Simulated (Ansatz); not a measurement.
# CuO: which magnetic state is lowest?

These are results of DFT PBEsol+U, scalar-relativistic, plane waves, PAW (Ansatz), not measurements.

```yaml
crystal:
  lattice:
    - [1.99097, -2.15355, 0.00000]
    - [1.99097, 2.15355, 0.00000]
    - [0.00000, 0.00000, 5.15593]
  atoms:
    - { symbol: Cu, position: [0.00000, 0.50000, 0.00000] }
    - { symbol: Cu, position: [0.50000, 0.00000, 0.50000] }
    - { symbol: O, position: [0.50000, 0.50000, 0.25000] }
    - { symbol: O, position: [0.50000, 0.50000, 0.75000] }
```

```json
{
  "plane-wave cutoff": "420 eV",
  "Γ-centred k-mesh": "14×14×8",
  "occupation rule": "Gaussian smearing, 0.05 eV",
  "U_eff on Löwdin-orthogonalised atomic d orbitals": "Cu 4 eV",
  "list of starting moments (μB, in atom order)": "2.5 2.5 0 0",
  "check for lower electronic states after the SCF": "on"
}
```

All runs keep this geometry, which isn't relaxed for the lowest state (largest force there 0.000 eV/Å, pressure -3.6 GPa) and needn't be a stable compound; relaxing each order can shift differences of a few meV. Site moments are spin moments in atom-centred spheres that scale with the neighbour distance. The states are those that the runs reached from these starts; a lower one can exist. No antiferromagnetic start is among these.

Starts tried: no spin; large parallel starting moments. Which state comes out lowest, and what are the moments?

Of the states reached here, with no antiferromagnetic start among them, the lowest is ferromagnetic, reached from the start “large parallel starting moments”, with site moments (μB) Cu +0.55 (×2), O +0.32 (×2).

```tsv
start	ends	energy above lowest (meV/atom)	site moments (μB)	gap on mesh (eV)	P (GPa)
no spin	non-magnetic	16.2	none over 0.05	metal	-4.0
large parallel starting moments	ferromagnetic	0.00	Cu +0.55 (×2), O +0.32 (×2)	metal	-3.6
```

Cost: 2 runs of about 0.82 core-minutes in all, on AMD EPYC 9R45 (Zen 5) (shared hosts).